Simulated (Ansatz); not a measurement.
```xyz
6

Cl    0.466   -2.058   -0.337
C    -0.310   -0.532   -0.240
C     0.310    0.532    0.240
Cl   -0.466    2.058    0.337
H    -1.330   -0.516   -0.599
H     1.330    0.516    0.599
```

Charge 0, multiplicity 1.

Problem. List the ωB97M-V/def2-TZVPP orbital energies in eV (Ansatz). (Best estimate.)

Solution. Computed: Occupied: -2772.53, -2772.53, -283.49, -283.47, -262.89, -262.89, -200.43, -200.43, -200.21, -200.21, -200.20, -200.20, -28.05, -27.03, -23.31, -19.33, -16.30, -16.06, -13.84, -13.78, -12.42, -11.65, -11.51, -9.48. Lowest empty: 1.52, 2.69, 3.20, 3.60, 4.86, 5.45, 6.20, 7.57.
